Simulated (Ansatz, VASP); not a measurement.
# Cross-check of Si (dimer Si chain) between VASP and Ansatz

One calculation is typed for both programs; each brings its own data sets. How far apart do they land? The structure shown is the start of the Ansatz relaxation below; VASP solves that cell, so the two are compared at the walk's first step.

Calculated with Ansatz 0.2.0; plane waves, with VASP 6.6.1 beside it; single point at PBE and single point at RPBE.

### 1. Starting point

The cell holds 2 atoms: 2 Si. Cell: a = 7.500 Å, b = 7.500 Å, c = 4.218 Å, α = 90.0°, β = 90.0°, γ = 90.0°. Vacuum lies along a and b. The structure's axis is c.

### 2. Ansatz: relaxation, PBE

Ansatz runs on its default PAW (the set named soft_2) files.

The two programs are compared at the cell with which this relaxation starts, whose forces are those of its first step.

Contents of input.yaml:

```yaml
crystal:
  lattice:
    - [7.5, 0.0, 0.0]
    - [0.0, 7.5, 0.0]
    - [0.0, 0.0, 4.218]
  atoms:
    - { symbol: Si, position: [0.5, 0.5, 0.0] }
    - { symbol: Si, position: [0.5, 0.5, 0.45] }
kpoints:
  mp_grid: { grid: [1, 1, 19] }
scf:
  occupations: { method: fermi_dirac, width: 0.05 }
hamiltonian:
  xc: pbe
relax:
  cell: { fix: [a, b, alpha, beta, gamma] }
  max_steps: 60
```

Run with:

```bash
ansatz run input.yaml --threads 4 --pin off --max-ram 8192MiB --backend cpu --events-out ev --progress --plain --runs-dir out
```

Numbers of over 12 decimals in the logs are rounded to 6 here.

Output:

```text
Engine: ansatz 0.2.0, aarch64-unknown-linux-gnu
Pseudopotentials: kind: paw
Pseudopotential: Si, paw, valence charge 4, recommended cutoff 420 eV (normal), Si.paw.azcp
Functional definition: PBE
  parameter kappa = 0.804
  parameter beta = 0.066725
  exchange = pbe_x(kappa = kappa, mu = beta*pi^2/3)
  correlation = pbe_c(beta = beta)
Crystal: 2 atoms, lattice volume = 237.262 Å³
Basis set: ecut = 420 eV, 4623 PW (Γ), exchange–correlation on 108×108×60 points (8 copies of the dense FFT grid, shifted against one another)
Bands: 8, of which v1, the nominal top of the filled ones, is band 4 counted from 1 (3 counted from 0)
Symmetry: 16 space group operations
Space group: P4/mmm (ITA 123), of the structure as read, at distance tolerance 6.2e-5 Å
k-points: 10 of 19
Non-local potential: Si, projectors of the file, l = 0: 2, l = 1: 2, l = 2: 2
PAW form: soft (Blöchl's): semilocal exchange-correlation on the pseudo side does not see the compensation charge
PAW one-centre angular grid: Si, 110 points (default); XC on 64 Gauss nodes
Initial density: superposition of atomic densities (neutral atoms: chi_scale 0, normalization atom), corrected by the library's trained network
Initial wavefunctions: pseudopotential atomic-orbital guess
Functional: x = pbe(κ = 0.804, μ = 0.219515), c = pbe(β = 0.066725)
SCF iter   1: F=—  HF=-1266.891187 eV  |F-HF|=—  |Δ(HF+E_count)|=         —  Δρ=5.41e-3  dr2=8.73e-2  ethr=1.77e-3  ⟨swp⟩=7.2  Hψ=807  notcnv=0
preconditioner: auto → LDOS  [metal: Δε(μ)=0.028 eV  Ē_g=7.196 eV  σ=0.050 eV  W_gap=0.14  n_scr=10 (ndim 8)  ℏωp=6.8 eV  f_vac=0.522  D(μ)=3.25/eV (n_scr^D=10)  β→1.0]
SCF iter   2: F=—  HF=-1266.907929 eV  |F-HF|=—  |Δ(HF+E_count)|=   1.67e-2  Δρ=3.85e-3  dr2=6.53e-2  ethr=1.09e-3  ⟨swp⟩=3.0  Hψ=274  notcnv=0
SCF iter   3: F=—  HF=-1266.892051 eV  |F-HF|=—  |Δ(HF+E_count)|=   1.59e-2  Δρ=9.63e-4  dr2=4.46e-3  ethr=8.16e-4  ⟨swp⟩=2.9  Hψ=159  notcnv=0
SCF iter   4: F=—  HF=-1266.891531 eV  |F-HF|=—  |Δ(HF+E_count)|=   5.20e-4  Δρ=1.98e-4  dr2=1.13e-4  ethr=5.58e-5  ⟨swp⟩=2.7  Hψ=129  notcnv=0
SCF iter   5: F=—  HF=-1266.891709 eV  |F-HF|=—  |Δ(HF+E_count)|=   1.78e-4  Δρ=4.80e-5  dr2=1.01e-5  ethr=1.42e-6  ⟨swp⟩=2.4  Hψ=151  notcnv=0
SCF iter   6: F=—  HF=-1266.891712 eV  |F-HF|=—  |Δ(HF+E_count)|=   2.91e-6  Δρ=9.44e-6  dr2=3.35e-7  ethr=1.26e-7  ⟨swp⟩=2.7  Hψ=120  notcnv=0
SCF iter   7: F=-1266.891712 eV  HF=-1266.891712 eV  |F-HF|=8.64e-9  |Δ(HF+E_count)|=   3.42e-8  Δρ=2.63e-6  dr2=2.59e-8  ethr=1.25e-9  ⟨swp⟩=5.0  Hψ=270  notcnv=0
SCF 1 converged in 7 iterations: F = -1266.891712 eV  dr2 = 2.59e-8
  greatest PAW one-centre occupation: 0.656 electrons in one spin orbital (limit 2), on the Si atom at site 1 (counted from 0), in its partial waves of l = 0
relax step   1: F+E_penalty+E_count = -1266.89171232 eV  Δ(F+E_penalty+E_count) = +0.000e0 eV  max|allowed force component| = 5.981e0 eV/Å  Δτ_max = 0.0000 Å  P = +1.621 GPa  Ω = 237.262 Å³  fix = [a, b, alpha, beta, gamma]  reactions: a +0.152, b +0.152 GPa  (7 SCF iters, dr2 threshold 1.00e-7 eV, accepted)
[...]
relax step   3: F+E_penalty+E_count = -1267.55111275 eV  Δ(F+E_penalty+E_count) = -1.095e-1 eV  max|allowed force component| = 1.997e-2 eV/Å  Δτ_max = 0.0407 Å  P = +0.390 GPa  Ω = 246.134 Å³  energy of the carried Pulay correction = -2.066e-4 eV  fix = [a, b, alpha, beta, gamma]  reactions: a +0.154, b +0.154 GPa  (6 SCF iters, dr2 threshold 2.00e-7 eV, accepted)
[...]
relax step   4: F+E_penalty+E_count = -1267.54155004 eV  Δ(F+E_penalty+E_count) = +9.563e-3 eV  max|allowed force component| = 2.276e-3 eV/Å  Δτ_max = 0.0005 Å  P = -0.292 GPa  Ω = 252.786 Å³  energy of the carried Pulay correction = -3.566e-4 eV  fix = [a, b, alpha, beta, gamma]  (5 SCF iters, dr2 threshold 2.00e-7 eV, rejected (line search))
[...]
relax step   5: F+E_penalty+E_count = -1267.55853214 eV  Δ(F+E_penalty+E_count) = -7.419e-3 eV  max|allowed force component| = 2.476e-3 eV/Å  Δτ_max = 0.0005 Å  P = +0.080 GPa  Ω = 248.931 Å³  energy of the carried Pulay correction = -2.702e-4 eV  fix = [a, b, alpha, beta, gamma]  reactions: a +0.154, b +0.154 GPa  (7 SCF iters, accepted)
[...]
relax step   6: F+E_penalty+E_count = -1267.55857587 eV  Δ(F+E_penalty+E_count) = -4.372e-5 eV  max|allowed force component| = 3.530e-4 eV/Å  Δτ_max = 0.0001 Å  P = +0.107 GPa  Ω = 248.710 Å³  energy of the carried Pulay correction = -2.652e-4 eV  fix = [a, b, alpha, beta, gamma]  reactions: a +0.154, b +0.154 GPa  (5 SCF iters, dr2 threshold 1.17e-8 eV, accepted)
[...]
relax step   7: F+E_penalty+E_count = -1267.55912947 eV  Δ(F+E_penalty+E_count) = -5.536e-4 eV  max|allowed force component| = 4.492e-4 eV/Å  Δτ_max = 0.0000 Å  P = +0.111 GPa  Ω = 248.710 Å³  fix = [a, b, alpha, beta, gamma]  reactions: a +0.156, b +0.156 GPa  stress off target by 2.11e-2 GPa on what of the cell is left free  SCF on the basis re-selected at this cell (its energy is not comparable with the rows above)  (5 SCF iters)
basis re-selected at this cell: Δ(F+E_penalty+E_count) = -5.536e-4 eV, ΔP = +0.004 GPa vs the last step (what re-selecting the basis moved, of the pressure what is left beyond the Pulay correction that the steps carried, after the strain that the cell walked since its last selection, with what the two solves' SCF thresholds leave and, on support functions, any second-order correction that the steps lacked; it is no m [...]
SCF converged after 5 iterations
Free energy (F): -1267.559129 eV
Harris-Foulkes:  -1267.559129 eV  (|F-HF|=2.73e-12)
Internal energy: -1267.546256 eV  (E = F + TS)
E sigma→0 (E₀):  -1267.552693 eV
Entropy (-TS):   -0.012873 eV (-6.437 meV/atom)
Fermi energy:    -3.312317 eV
--- Per-component energies (eV) ---
  E_band       = -58.152391
  E_kinetic    = 74.185077
  E_local      = -348.562233  (includes V_loc(G=0)·N_el)
  E_nonlocal   = 52.893421
  E_hartree    = 127.429305
  E_xc         = -106.107292
  E_vxc        = -87.441887  (∫ρ·V_xc dr)
  E_paw        = -1024.678030  (= ΣΔE_a)
  E_vpaw       = -4.085375  (= ΣTr[D̂ρ^β])
  E_aug_tail   = 0.000015  (compensation charges beyond the density's cutoff)
  E_ewald      = -42.706519
  E_smearing   = -0.012873  (= −TS)
  E_closure    = -0.000000  (closes the sum)
  Σ components = -1267.559129   (vs F -1267.559129, Δ=0.00e0)
--- Forces (eV/Å), atoms counted from 1 ---
  atom   1  Si     0.00000000     0.00000000     0.00044920
  atom   2  Si     0.00000000     0.00000000    -0.00044920
  max |Σ_I F_I| component: 0.00e0 eV/Å
--- Stress (GPa, compression-positive) ---
        0.155629       0.000000       0.000000
        0.000000       0.155629       0.000000
        0.000000       0.000000       0.021133
  P = ⅓ Tr σ = 0.1108 GPa (1.108 kbar)
--- Relaxed structure (6 steps of the walk, 5 accepted, 1 SCFs on fresh bases) ---
  F+E_penalty+E_count = -1267.55912947 eV   max|allowed force component| = 4.492e-4 eV/Å   (the final SCF, on the basis selected at the relaxed cell)
  cell:  # Å, volume = 248.7100 Å³
    - [7.5, 0.0, 0.0]
    - [0.0, 7.5, 0.0]
    - [0.0, 0.0, 4.421512]
  atoms:
    - { symbol: Si, position: [0.5, 0.5, -0.025003] }
    - { symbol: Si, position: [0.5, 0.5, 0.475003] }
```

In the SCF lines HF is the Harris–Foulkes energy and dr2 the Hartree energy of the density residual, in eV; the loop may stop once dr2 is under the threshold and the program's other checks hold. Hψ counts applications of the Hamiltonian.

### 3. VASP: single point, PBE, start cell, pair 1

The same cell, functional, mesh and smearing now go to VASP, with its own data sets.

Lines of VASP's logs that name or quote its potential files are left out, and so is its time.

Contents of INCAR:

```
SYSTEM = Si
PREC = Accurate
ENCUT = 400
EDIFF = 1E-06
NELM = 120
ISMEAR = -1
SIGMA = 0.05
LREAL = .FALSE.
ALGO = Normal
GGA = PE
NBANDS = 10
LORBIT = 11
LWAVE = .FALSE.
LCHARG = .FALSE.
ISIF = 2
LASPH = .TRUE.
GGA_COMPAT = .FALSE.
KPAR = 2
```

Contents of POSCAR:

```
Si
1.0
    7.5000000000      0.0000000000      0.0000000000
    0.0000000000      7.5000000000      0.0000000000
    0.0000000000      0.0000000000      4.2180000000
Si
2
Direct
    0.5000000000      0.5000000000      1.0000000000
    0.5000000000      0.5000000000      0.4500000000
```

Contents of KPOINTS:

```
Automatic mesh
0
Gamma
1 1 19
0 0 0
```

The projector-augmented-wave data sets are Si (PBE family, release 64).

Run with:

```bash
mpirun -np 2 vasp_std
```

Output:

```text
[banner, memory and clock lines left out]
running    2 mpi-ranks, on    1 nodes
 distrk:  each k-point on    1 cores,    2 groups
 distr:  one band on    1 cores,    1 groups

 POSCAR found type information on POSCAR Si
 POSCAR found :  1 types and       2 ions
 LDA part: xc-table for (Slater+PW92), standard interpolation
 POSCAR, INCAR and KPOINTS ok, starting setup
 FFT: planning ... GRIDC
 FFT: planning ... GRID_SOFT
 FFT: planning ... GRID
 WAVECAR not read
 entering main loop
       N       E                     dE             d eps       ncg     rms          rms(c)
DAV:   1     0.274503925595E+02    0.27450E+02   -0.21452E+03   200   0.419E+02
DAV:   2    -0.490381264735E+01   -0.32354E+02   -0.30805E+02   286   0.742E+01
DAV:   3    -0.695355538939E+01   -0.20497E+01   -0.20449E+01   260   0.217E+01
DAV:   4    -0.699248277042E+01   -0.38927E-01   -0.38865E-01   284   0.390E+00
DAV:   5    -0.699319155029E+01   -0.70878E-03   -0.70870E-03   278   0.455E-01    0.566E+00
DAV:   6    -0.623648460740E+01    0.75671E+00   -0.20640E+00   210   0.526E+00    0.259E+00
DAV:   7    -0.613708864013E+01    0.99396E-01   -0.42605E-01   272   0.276E+00    0.125E+00
DAV:   8    -0.612191763660E+01    0.15171E-01   -0.50928E-02   230   0.101E+00    0.272E-01
DAV:   9    -0.612149702801E+01    0.42061E-03   -0.42964E-03   218   0.339E-01    0.129E-01
DAV:  10    -0.612155754216E+01   -0.60514E-04   -0.86461E-04   200   0.170E-01    0.833E-02
DAV:  11    -0.612213371881E+01   -0.57618E-03   -0.20101E-04   200   0.873E-02    0.465E-02
DAV:  12    -0.612265080030E+01   -0.51708E-03   -0.23457E-04   200   0.752E-02    0.145E-02
DAV:  13    -0.612285437146E+01   -0.20357E-03   -0.21209E-05   202   0.335E-02    0.410E-03
DAV:  14    -0.612288405810E+01   -0.29687E-04   -0.30622E-06   208   0.112E-02    0.244E-03
DAV:  15    -0.612290647624E+01   -0.22418E-04   -0.37325E-06   200   0.105E-02    0.124E-03
DAV:  16    -0.612290723236E+01   -0.75612E-06   -0.27544E-07   240   0.240E-03
   1 F= -.61229072E+01 E0= -.61113503E+01  d E =-.231138E-01
```

From OUTCAR (step 3):

```text
ion  position               nearest neighbor table
   1  0.500  0.500  0.000-   2 1.90   2 2.32
   2  0.500  0.500  0.450-   1 1.90   1 2.32

  LATTYP: Found a simple tetragonal cell.
 ALAT       =     7.5000000000
 C/A-ratio  =     0.5624000000

 Subroutine GETGRP returns: Found 16 space group operations
 (whereof  8 operations were pure point group operations)

The static configuration has the point symmetry C_4v.
 The point group associated with its full space group is D_4h.

 Found     10 irreducible k-points:

   k-points           NKPTS =     10   k-points in BZ     NKDIM =     10   number of bands    NBANDS=     10

   dimension x,y,z NGX =    50 NGY =   50 NGZ =   28
   dimension x,y,z NGXF=   100 NGYF=  100 NGZF=   56

   ENCUT  =  400.0 eV  29.40 Ry    5.42 a.u.  12.23 12.23  6.88*2*pi/ulx,y,z

   NELECT =       8.0000    total number of electrons

 k-points in reciprocal lattice and weights: Automatic mesh
   0.00000000  0.00000000  0.00000000       0.053
   0.00000000  0.00000000  0.05263158       0.105
   0.00000000  0.00000000  0.10526316       0.105
   0.00000000  0.00000000  0.15789474       0.105
   0.00000000  0.00000000  0.21052632       0.105
   0.00000000  0.00000000  0.26315789       0.105
   0.00000000  0.00000000  0.31578947       0.105
   0.00000000  0.00000000  0.36842105       0.105
   0.00000000  0.00000000  0.42105263       0.105
   0.00000000  0.00000000  0.47368421       0.105

 average (electrostatic) potential at core
       1 -92.6850       2 -92.6850

 E-fermi :  -3.4785

 k-point     1 :       0.0000    0.0000    0.0000
  band No.  band energies     occupation
      1     -13.1645      2.00000
      2      -6.7882      2.00000
      3      -4.9311      2.00000
      4      -4.9311      2.00000
      5      -3.6311      1.90973
      6       0.2255      0.00000
      7       1.6795      0.00000
      8       2.3053      0.00000
      9       2.3053      0.00000
     10       2.6338      0.00000

 k-point     2 :       0.0000    0.0000    0.0526
  band No.  band energies     occupation
      1     -13.1435      2.00000
      2      -6.9464      2.00000
      3      -4.9105      2.00000
      4      -4.9105      2.00000
      5      -3.4443      0.67086
      6       0.2478      0.00000
      7       1.7027      0.00000
      8       1.9037      0.00000
      9       1.9037      0.00000
     10       2.6568      0.00000

 k-point     3 :       0.0000    0.0000    0.1053
  band No.  band energies     occupation
      1     -13.0808      2.00000
      2      -7.3387      2.00000
      3      -4.8488      2.00000
      4      -4.8488      2.00000
      5      -2.9671      0.00007
      6       0.3149      0.00000
      7       1.2460      0.00000
      8       1.2460      0.00000
      9       1.7724      0.00000
    ...

  Total        0.2210763      0.2210763      6.6180791      0.0000000      0.0000000      0.0000000
  in kB        1.4928761      1.4928761     44.6903171      0.0000000      0.0000000      0.0000000
  external PRESSURE =      15.8920231 kB  Pullay stress =       0.0000000 kB

  energy-cutoff  :      400.00
  volume of cell :      237.26
      direct lattice vectors                 reciprocal lattice vectors
     7.500000000  0.000000000  0.000000000     0.133333333  0.000000000  0.000000000
     0.000000000  7.500000000  0.000000000     0.000000000  0.133333333  0.000000000
     0.000000000  0.000000000  4.218000000     0.000000000  0.000000000  0.237079184

 POSITION                                       TOTAL-FORCE (eV/Angst)
 -----------------------------------------------------------------------------------
      3.75000      3.75000      0.00000         0.000000      0.000000     -5.939413
      3.75000      3.75000      1.89810         0.000000      0.000000      5.939413
 -----------------------------------------------------------------------------------
    total drift:                                0.000000     -0.000000      0.000004

  FREE ENERGIE OF THE ION-ELECTRON SYSTEM (eV)
  ---------------------------------------------------
  free  energy   TOTEN  =        -6.1229072324 eV

  energy  without entropy=       -6.0997933909  energy(sigma->0) =       -6.11135031

 total charge
# of ion       s       p       d       tot
------------------------------------------
    1        0.787   0.942   0.000   1.728
    2        0.787   0.942   0.000   1.728
--------------------------------------------------
tot          1.574   1.883   0.000   3.457

[... 3 further parts left out ...]
```

### 4. Differences

Known differences besides the potentials themselves: the cutoff is 420 eV in Ansatz and 400 eV in VASP. Total energies have different zeros and are not compared.

Forces (eV/Å; atoms numbered as in POSCAR):

| atom | Ansatz x, y, z | VASP x, y, z |
| --- | --- | --- |
| Si1 | 0.000, 0.000, -5.981 | 0.000, 0.000, -5.939 |
| Si2 | 0.000, 0.000, 5.981 | 0.000, 0.000, 5.939 |

The forces differ by 24 meV/Å r.m.s., which is 0.7 % of the r.m.s. force of 3.429 eV/Å (both taken over all components).

### 5. Ansatz: relaxation, PBE

The two programs are compared at the cell with which this relaxation starts, whose forces are those of its first step.

The structure compared here is the start of the Ansatz relaxation; VASP solves that cell, so the two are compared at the walk's first step.

input.yaml, the sections that differ from step 2:

```yaml
crystal:
  lattice:
    - [7.5, 0.0, 0.0]
    - [0.0, 7.5, 0.0]
    - [0.0, 0.0, 4.218]
  atoms:
    - { symbol: Si, position: [0.5, 0.5, 0.0], spin: 0.3 }
    - { symbol: Si, position: [0.5, 0.5, 0.45], spin: 0.3 }
magnetization:
  spin_polarized: true
# kpoints, scf, hamiltonian, relax: as in step 2
```

Run with:

```bash
ansatz run input.yaml --threads 4 --pin off --max-ram 8192MiB --backend cpu --events-out ev --progress --plain --runs-dir out
```

Output:

```text
[...]
Crystal: 2 atoms, lattice volume = 237.262 Å³
Basis set: ecut = 420 eV, 4623 PW (Γ), exchange–correlation on 108×108×60 points (8 copies of the dense FFT grid, shifted against one another)
Bands: 9, of which v1, the nominal top of the filled ones, is band 4 counted from 1 (3 counted from 0)
Symmetry: 16 space group operations
[...]
0.000000       0.155623       0.000000
        0.000000       0.000000       0.028352
  P = ⅓ Tr σ = 0.1132 GPa (1.132 kbar)
--- Relaxed structure (6 steps of the walk, 5 accepted, 1 SCFs on fresh bases) ---
[...]
cell:  # Å, volume = 248.6904 Å³
    - [7.5, 0.0, 0.0]
    - [0.0, 7.5, 0.0]
    - [0.0, 0.0, 4.421163]
  atoms:
    - { symbol: Si, position: [0.5, 0.5, -0.025005] }
    - { symbol: Si, position: [0.5, 0.5, 0.475005] }
[key lines of the parts left out:]
SCF converged after 5 iterations
Magnetization: 0.0000 μB (4.0000 up, 4.0000 down)
Free energy (F): -1267.559127 eV
Fermi energy:    -3.312324 eV
```

### 6. VASP: single point, PBE, start cell, pair 2

The same cell, functional, mesh and smearing now go to VASP, with its own data sets.

INCAR, as its differences from that of step 3:

```diff
@@ -4,3 +4,3 @@
 EDIFF = 1E-06
-NELM = 120
+NELM = 200
 ISMEAR = -1
@@ -10,3 +10,5 @@
 GGA = PE
-NBANDS = 10
+NBANDS = 11
+ISPIN = 2
+MAGMOM = 0 0
 LORBIT = 11
```

POSCAR is that of step 3.

KPOINTS is that of step 3.

Run with:

```bash
mpirun -np 2 vasp_std
```

Output:

```text
[... set-up lines as in an earlier step ...]
 entering main loop
       N       E                     dE             d eps       ncg     rms          rms(c)
DAV:   1     0.263920600078E+02    0.26392E+02   -0.20361E+03   440   0.370E+02
DAV:   2    -0.514160114138E+01   -0.31534E+02   -0.30942E+02   645   0.765E+01
DAV:   3    -0.696386731722E+01   -0.18223E+01   -0.18162E+01   618   0.191E+01
DAV:   4    -0.699267310064E+01   -0.28806E-01   -0.28783E-01   602   0.299E+00
[...]
DAV:  16    -0.612290335979E+01   -0.12757E-04   -0.15588E-06   500   0.607E-03    0.145E-03
DAV:  17    -0.612290706933E+01   -0.37095E-05   -0.41450E-07   482   0.304E-03    0.844E-04
DAV:  18    -0.612290722922E+01   -0.15989E-06   -0.65147E-08   570   0.110E-03
   1 F= -.61229072E+01 E0= -.61113513E+01  d E =-.231118E-01  mag=     0.0033
```

Parts of OUTCAR (step 6):

```text
  Total        0.2214689      0.2214689      6.6177793      0.0000000      0.0000000     -0.0000000
  in kB        1.4955271      1.4955271     44.6882922      0.0000000      0.0000000     -0.0000000
  external PRESSURE =      15.8931154 kB  Pullay stress =       0.0000000 kB

 POSITION                                       TOTAL-FORCE (eV/Angst)
 -----------------------------------------------------------------------------------
      3.75000      3.75000      0.00000         0.000000      0.000000     -5.939178
      3.75000      3.75000      1.89810         0.000000     -0.000000      5.939178
 -----------------------------------------------------------------------------------
    total drift:                                0.000000     -0.000000      0.000004

  FREE ENERGIE OF THE ION-ELECTRON SYSTEM (eV)
  ---------------------------------------------------
  free  energy   TOTEN  =        -6.1229072292 eV

  energy  without entropy=       -6.0997953946  energy(sigma->0) =       -6.11135131

 magnetization (x)
# of ion       s       p       d       tot
------------------------------------------
    1        0.000   0.000   0.000   0.001
    2        0.000   0.000   0.000   0.001
--------------------------------------------------
tot          0.001   0.001   0.000   0.001

[... 1 part as in an earlier step ...]

[... 2 further parts left out ...]
[key lines of the parts left out:]
E-fermi :  -3.4785
```

### 7. Differences

Forces (eV/Å; atoms numbered as in POSCAR):

| atom | Ansatz x, y, z | VASP x, y, z |
| --- | --- | --- |
| Si1 | 0.000, 0.000, -5.996 | 0.000, 0.000, -5.939 |
| Si2 | 0.000, 0.000, 5.996 | 0.000, 0.000, 5.939 |

The forces differ by 33 meV/Å r.m.s., which is 0.9 % of the r.m.s. force of 3.429 eV/Å (both taken over all components). Moments aren't recorded for both runs of this pair, so they may hold unlike magnetic states.

(Continued in part 2 of 2.)

[Lines on the potential files, build, host, timing and source positions are cut from VASP's logs without a mark.]

[Logs are printed without paths, hosts, clocks, repeated set-up lines and the standing remarks that a program may print on its own settings, such as how far it seeks lower states.]

[Hosts, paths, dates, database ids (printed as entryN), source tags and the programs' standing remarks are cut or masked in the printed files.]
